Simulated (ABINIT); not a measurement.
## Br: single point with LDA

The system is Br.

```xyz
4
Lattice="3.3632 -2.3226 0.0000 3.3632 2.3226 0.0000 0.0000 0.0000 8.7023" Properties=species:S:1:pos:R:3 pbc="T T T"
Br    3.3632    0.6266    3.3948
Br    3.3632    1.6959    7.7459
Br    3.3632   -0.6266    5.3075
Br    3.3632   -1.6959    0.9564
```

```yaml
Program: ABINIT 10.8.3 (patched build)
Task: single point
Functional: LDA
Potentials_or_basis: PseudoDojo NC SR LDA v0.4.1 standard
Cutoff: 490 eV
k_mesh: 5 × 5 × 2
Occupations: fermi-dirac, width 0.05 eV
Spin: no spin polarisation
```

```
Pressure                                              : -1.7 GPa
Largest force                                         : 0.693 eV/Å
Band gap on the k mesh                                : 1.73 eV, indirect (least direct gap 1.75 eV)
Valence electrons inside the program's atomic spheres : Br 4.17 (radii [1.0584] Å)
```

Forces on the atoms (eV/Å):
```
Br   0.000  0.288 -0.630
Br   0.000 -0.288 -0.630
Br   0.000 -0.288  0.630
Br   0.000  0.288  0.630
```

Stress tensor (GPa, compression positive):
```
-1.59  0.00  0.00
 0.00 -2.42  0.00
 0.00  0.00 -1.19
```

Levels at points of the mesh, in eV from the valence-band top:
```csv
k point,band 12,band 13,band 14,band 15,band 16,band 17
"(0.00, 0.00, 0.00)",-0.36,-0.06,-0.01,1.73,2.51,5.55
"(0.00, 0.00, 0.50)",-0.84,-0.04,-0.04,1.94,1.94,6.32
```

Run time: 9.8 s on 4 MPI ranks on Arm Neoverse V1, on a shared host, peak memory 0.24 GiB a rank.

Caveat: an odd mesh through Γ misses points on the zone boundary, where band edges often lie.
